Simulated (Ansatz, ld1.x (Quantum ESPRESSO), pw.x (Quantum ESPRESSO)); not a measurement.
**rhenium: one change to the TM potential, in the atom and in the bcc crystal**

```json
{
  "Element": "Re (Z = 75)",
  "Generator": "ld1.x (Quantum ESPRESSO) 7.5",
  "Type": "norm-conserving Troullier–Martins (Kleinman–Bylander form)",
  "Functional": "PBE",
  "Relativity": "scalar-relativistic",
  "Frozen core": "[Xe] 4f14",
  "Valence charge": "7",
  "Reference configuration": "5d5 6s2 6p0",
  "Partial waves": "6s (bound): rc 2.40 bohr; 6p (bound, empty): rc 4.05 bohr; 5d (bound): rc 2.15 bohr",
  "Local potential": "all-electron potential smoothed inside 2.55 bohr (lloc = -1)",
  "Core correction": "none"
}
```

Change: wave 6s (bound): rc 2.40 bohr becomes 6s (bound): rc 2.96 bohr.

Cutoffs, loose and tight: the cutoffs (Ry, on a coarse ladder) from which the occupation-weighted sum of valence levels, in a spherical-Bessel basis at the reference potential, stays within 10 and 1 mRy of its value at 400 Ry. They do not see the model core or the augmentation charge, which bear on the density cutoff. Test errors are all-electron minus pseudo excitation energies from the reference, over the configurations 5d5 6s1 6p0; 5d5 6s0 6p0; 5d4 6s0 6p0; 5d4 6s2 6p1; 5d5 6s1.5 6p0; 5d5 6s0 6p1; 5d3 6s0 6p0; variants that change the core or the reference have their own tests.

Crystal test: bcc Re in pw.x 7.5, no spin, 15³ k-points, Fermi–Dirac smearing 0.01 Ry, cutoffs set for each file from its atomic test. The reference is all-electron LAPW (Ansatz 0.2.0) with the same functional, mesh and smearing; V0 and B0 come from Birch–Murnaghan fits to the pressures at five volumes. Errors are pseudo minus all-electron; Δ is the rms difference of the E(V) curves that follow from these fits, minima aligned, over ±6 % about the mean V0. Mesh and smearing are coarse, so the numbers serve the comparison and aren't converged zero-temperature values; the lattice is a test structure that the element need not adopt.

All-electron: a0 = 3.115 Å (V0 = 15.12 Å³/atom), B0 = 350.4 GPa.

Problem. Does the change bring the crystal closer to the all-electron result?

Solution. The mean pressure error goes from +3.11 to +2.59 GPa, so the change moves the solid closer to the all-electron pressures.

```
                       quantity       base    changed
                 outcome (atom)  generated  generated
           cutoff, loose (atom)      35 Ry      35 Ry
           cutoff, tight (atom)      40 Ry      40 Ry
            bound ghosts (atom)       none       none
largest test error (meV) (atom)       +103        +68
           cutoffs in pw.x (Ry)     50/200     50/200
                         a0 (Å)      3.125      3.123
                   a0 error (%)      +0.29      +0.25
                   B0 error (%)       -1.8       -1.6
                   Δ (meV/atom)       10.1        8.4
      mean pressure error (GPa)      +3.11      +2.59
```

Base: The largest radius (4.05 bohr) exceeds half the bond length (2.55 bohr), so the spheres overlap, which is one possible source of error among others. The logarithmic derivative shows an extra or strongly shifted pseudo pole above the reference energy (s near 0.48 Ry, p near 1.62 Ry). Changed file: The largest radius (4.05 bohr) exceeds half the bond length (2.55 bohr), so the spheres overlap, which is one possible source of error among others. The logarithmic derivative shows an extra or strongly shifted pseudo pole above the reference energy (s near 0.41 Ry, p near 1.62 Ry). The atomic cutoffs weigh occupied waves only.
